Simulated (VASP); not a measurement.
# KCl (Fm-3m) in VASP: single point with HSE06

Aim: the single point of KCl with HSE06.

All numbers are computed with VASP 6.6.1; they aren't measurements. Logs are shortened: lines on timing, memory, paths and dates and some standing lists are left out, and cuts for length are marked.

**The experiment to reproduce.**

From a printed reference work, monograph, for a bulk crystal of KCl: band gap 8.68 eV.

The runs below are set against these values where they give the same quantity.

### 1 The cell of the first run

It takes space group Fm-3m (No. 225, cubic). Conventional cell: a = 6.290 Å, b = 6.290 Å, c = 6.290 Å, α = 90.00°, β = 90.00°, γ = 90.00°. K (site symmetry m-3m) has 6 Cl at 3.14 Å within 4.1 Å. Cl (site symmetry m-3m) has 6 K at 3.14 Å within 4.1 Å.

### 2 Single point, HSE06

The input, POSCAR:

```
KCl
1.0
    0.0000000000      3.1448470504      3.1448470504
    3.1448470504      0.0000000000      3.1448470504
    3.1448470504      3.1448470504      0.0000000000
K Cl
1 1
Direct
    0.0000000000      0.0000000000      0.0000000000
    0.5000000000      0.5000000000      0.5000000000
```

The input, INCAR.step1:

```
SYSTEM = KCl
PREC = Accurate ; ENCUT = 520
EDIFF = 1E-5 ; ISMEAR = 0
SIGMA = 0.01 ; LREAL = .FALSE.
LASPH = .TRUE. ; NELM = 100
ALGO = Normal ; ISIF = 2
LWAVE = .TRUE. ; LCHARG = .FALSE.
NBANDS = 15 ; GGA = PE
```

The input, INCAR.step2:

```
SYSTEM = KCl
PREC = Accurate ; ENCUT = 520
EDIFF = 1E-6 ; ISMEAR = 0
SIGMA = 0.01 ; LREAL = .FALSE.
LASPH = .TRUE. ; NELM = 100
ALGO = Normal ; ISIF = 2
LWAVE = .FALSE. ; LCHARG = .FALSE.
GGA = PE ; LHFCALC = .TRUE.
HFSCREEN = 0.2079 ; PRECFOCK = Normal
NBANDS = 15 ; ISTART = 1
```

The input, KPOINTS:

```
regular mesh
0
G
  6 6 6
  0 0 0
```

Potentials or basis: VASP PAW PBE potentials, release 64 (K_sv, Cl).

On the command line:

```
$ cat potpaw_PBE.64/K_sv/POTCAR potpaw_PBE.64/Cl/POTCAR > POTCAR
$ cp INCAR.step1 INCAR
$ mpirun -np 1 vasp_std > vasp.out
$ cp INCAR.step2 INCAR
$ mpirun -np 1 vasp_std > vasp.out
```

OUTCAR:

```text
SYSTEM = KCl
   PREC = Accurate
   ENCUT = 520
   EDIFF = 1E-6
   ISMEAR = 0
   LREAL = .FALSE.
   LASPH = .TRUE.
   NELM = 100
   ISIF = 2
   GGA = PE
   LHFCALC = .TRUE.
   HFSCREEN = 0.2079
   PRECFOCK = Normal
   ISTART = 1

 ion  position               nearest neighbor table
   1  0.000  0.000  0.000-   2 3.14   2 3.14   2 3.14   2 3.14   2 3.14   2 3.14
   2  0.500  0.500  0.500-   1 3.14   1 3.14   1 3.14   1 3.14   1 3.14   1 3.14

  LATTYP: Found a face centered cubic cell.
 ALAT       =     6.2896941008

  Lattice vectors:

 A1 = (   0.0000000000,   3.1448470504,   3.1448470504)
 A2 = (   3.1448470504,   0.0000000000,   3.1448470504)
 A3 = (   3.1448470504,   3.1448470504,   0.0000000000)

Analysis of symmetry for initial positions (statically):
=====================================================================
 Subroutine PRICEL returns:
 Original cell was already a primitive cell.

 Routine SETGRP: Setting up the symmetry group for a
 face centered cubic supercell.

 Subroutine GETGRP returns: Found 48 space group operations
 (whereof 48 operations were pure point group operations)
 out of a pool of 48 trial point group operations.

The static configuration has the point symmetry O_h .

Analysis of symmetry for dynamics (positions and initial velocities):
=====================================================================
 Subroutine PRICEL returns:
 Original cell was already a primitive cell.

 Routine SETGRP: Setting up the symmetry group for a
 face centered cubic supercell.

 Subroutine GETGRP returns: Found 48 space group operations
 (whereof 48 operations were pure point group operations)
 out of a pool of 48 trial point group operations.

The dynamic configuration has the point symmetry O_h .

 Subroutine INISYM returns: Found 48 space group operations
 (whereof 48 operations are pure point group operations),
 and found     1 'primitive' translations

----------------------------------------------------------------------------------------

                                     Primitive cell

  volume of cell :      62.2055

  direct lattice vectors                    reciprocal lattice vectors
     0.000000000  3.144847050  3.144847050    -0.158990244  0.158990244  0.158990244
     3.144847050  0.000000000  3.144847050     0.158990244 -0.158990244  0.158990244
     3.144847050  3.144847050  0.000000000     0.158990244  0.158990244 -0.158990244

  length of vectors
     4.447485350  4.447485350  4.447485350     0.275379181  0.275379181  0.275379181

[... 92 lines left out ...]
  volume/ion in A,a.u.               =      31.10       209.89
  Fermi-wavevector in a.u.,A,eV,Ry     =   1.041131  1.967452 14.748081  1.083953
  Thomas-Fermi vector in A             =   2.175738
   LORBIT       =      0    0 simple, 1 ext, 2 COOP (PROOUT), +10 PAW based schemes
   GGA     = PE    functional components
   LHFCALC =     T    Hartree Fock is set to
   PRECFOCK=normal    Normal, Fast or Accurate (Low or Medium for compatibility)
   ENCUT4O =  -1.0   cutoff for four orbital integrals eV
   NKREDX  =     1    reduce k-point grid by
   NKREDY  =     1    reduce k-point grid by
   NKREDZ  =     1    reduce k-point grid by
   AEXX    =    0.2500 exact exchange contribution
   HFSCREEN=    0.2079 screening length (either q_TF or 0.3 A-1)
   HFSCREENC=   0.2079 screening length for correlation (either q_TF or 0.3 A-1)
   ENCUTFOCK=  -1.0 apply spherical cutoff to Coloumb kernel
   IVDW    =     0    specifies the selected vdW correction
   LEPSILON=     F    determine dielectric tensor
   LRPA    =     F    only Hartree local field effects (RPA)
 non-spin polarized calculation
 Gauss-broadening in eV      SIGMA  =   0.01
  energy-cutoff  :      520.00
  volume of cell :       62.21
 maximum number of plane-waves:      1694
 NGX is ok and might be reduce to    36
  NGX = 28; NGY = 28; NGZ = 28

 number of electron      16.0000001 magnetization

 Free energy of the ion-electron system (eV)
  ---------------------------------------------------
  ext. energy  EPLUGINS =         0.00000000
  ---------------------------------------------------
  free energy    TOTEN  =        -7.86512533 eV

  energy without entropy =       -7.86512533  energy(sigma->0) =       -7.86512533

 E-fermi :  -2.6732     XC(G=0):  -6.3142

 val. band max:       -2.8251613016   @ k =   0.0000   0.0000   0.0000
 cond. band min:       3.6762445598   @ k =   0.0000   0.0000   0.0000
 fundamental gap:      6.5014058614
 Fermi energy:        -2.6731525669

 k-point     1 :       0.0000    0.0000    0.0000
  band No.  band energies     occupation
      1     -32.0822      2.00000
      2     -16.0902      2.00000
      3     -14.1907      2.00000
      4     -14.1907      2.00000
      5     -14.1907      2.00000
      6      -2.8252      2.00000
      7      -2.8252      2.00000
      8      -2.8252      2.00000
      9       3.6762      0.00000
     10       7.0907      0.00000
     11       7.0907      0.00000
     12       7.0907      0.00000
     13       8.0990      0.00000
     14       8.0990      0.00000
[... 257 lines left out ...]
      2     -16.0439      2.00000
      3     -14.3154      2.00000
      4     -14.2708      2.00000
      5     -14.1421      2.00000
      6      -3.4331      2.00000
      7      -3.2691      2.00000
      8      -3.2060      2.00000
      9       5.8229      0.00000
     10       7.5575      0.00000
     11       7.7697      0.00000
     12       9.0703      0.00000
     13       9.9322      0.00000
     14      10.8416      0.00000
     15      11.2848      0.00000

------------------------ aborting loop because EDIFF is reached ----------------------------------------

  FORCE on cell =-STRESS in cart. coord.  units (eV):
  Direction    XX          YY          ZZ          XY          YZ          ZX
  --------------------------------------------------------------------------------------
  -------------------------------------------------------------------------------------
  Total        0.1994287      0.1994287      0.1994287      0.0000000     -0.0000000      0.0000000
  in kB        5.1365291      5.1365291      5.1365291      0.0000000     -0.0000000      0.0000000
  external PRESSURE =       5.1365291 kB  Pullay stress =       0.0000000 kB

 VOLUME and BASIS-vectors are now :
 -----------------------------------------------------------------------------
  energy-cutoff  :      520.00
  volume of cell :       62.21
      direct lattice vectors                 reciprocal lattice vectors
     0.000000000  3.144847050  3.144847050    -0.158990244  0.158990244  0.158990244
     3.144847050  0.000000000  3.144847050     0.158990244 -0.158990244  0.158990244
     3.144847050  3.144847050  0.000000000     0.158990244  0.158990244 -0.158990244

 POSITION                                       TOTAL-FORCE (eV/Angst)
 -----------------------------------------------------------------------------------
      0.00000      0.00000      0.00000        -0.000000     -0.000000     -0.000000
      3.14485      3.14485      3.14485         0.000000      0.000000      0.000000
 -----------------------------------------------------------------------------------
    total drift:                                0.000000     -0.000000      0.000000

  FREE ENERGIE OF THE ION-ELECTRON SYSTEM (eV)
  ---------------------------------------------------
  free  energy   TOTEN  =        -7.8651253317 eV

  energy  without entropy=       -7.8651253317  energy(sigma->0) =       -7.86512533
```

OUTCAR.step1:

```text
SYSTEM = KCl
   PREC = Accurate
   ENCUT = 520
   EDIFF = 1E-5
   ISMEAR = 0
   LREAL = .FALSE.
   LASPH = .TRUE.
[... 499 lines left out ...]
      0.00000      0.00000      0.00000         0.000000      0.000000     -0.000000
      3.14485      3.14485      3.14485         0.000000      0.000000      0.000000
 -----------------------------------------------------------------------------------
    total drift:                                0.000000      0.000000      0.000000

  FREE ENERGIE OF THE ION-ELECTRON SYSTEM (eV)
  ---------------------------------------------------
  free  energy   TOTEN  =        -6.8033692026 eV

  energy  without entropy=       -6.8033692026  energy(sigma->0) =       -6.80336920
```

OSZICAR.step1:

```text
N       E                     dE             d eps       ncg     rms          rms(c)
DAV:   1     0.101541801945E+03    0.10154E+03   -0.70101E+03   480   0.950E+02
DAV:   2    -0.927927062098E+00   -0.10247E+03   -0.95178E+02   615   0.236E+02
DAV:   3    -0.687055788705E+01   -0.59426E+01   -0.59089E+01   669   0.515E+01
DAV:   4    -0.709281244207E+01   -0.22225E+00   -0.22218E+00   759   0.870E+00
DAV:   5    -0.709431651810E+01   -0.15041E-02   -0.15041E-02   669   0.800E-01    0.333E+00
DAV:   6    -0.680468791515E+01    0.28963E+00   -0.41941E-01   599   0.327E+00    0.273E+00
DAV:   7    -0.678991585686E+01    0.14772E-01   -0.10351E-01   648   0.182E+00    0.157E+00
DAV:   8    -0.680205345581E+01   -0.12138E-01   -0.15895E-02   650   0.947E-01    0.180E-01
DAV:   9    -0.680278208259E+01   -0.72863E-03   -0.91698E-04   606   0.189E-01    0.962E-02
DAV:  10    -0.680336466854E+01   -0.58259E-03   -0.60953E-04   529   0.155E-01    0.200E-02
DAV:  11    -0.680336920261E+01   -0.45341E-05   -0.21699E-05   657   0.269E-02
   1 F= -.68033692E+01 E0= -.68033692E+01  d E =-.333630E-30
```

It took 70 min on 1 thread of AMD EPYC 7R43 (Zen 3), shared host; peak memory 0.3 GiB.

What came out:

| Quantity | Value |
| --- | --- |
| Free energy | -7.8651 eV |
| Pressure | 0.5 GPa |
| Band gap on the k mesh | 6.50 eV |

Caveat: the PAW data sets were made with another functional, which shifts forces and pressure a little.

### 3 Against experiment

Step 2. Against the measured gap of KCl, 8.68 eV (a printed reference work, monograph), the calculated 6.50 eV is off by -2.18 eV. The value is that of HSE06, without temperature or zero-point motion.
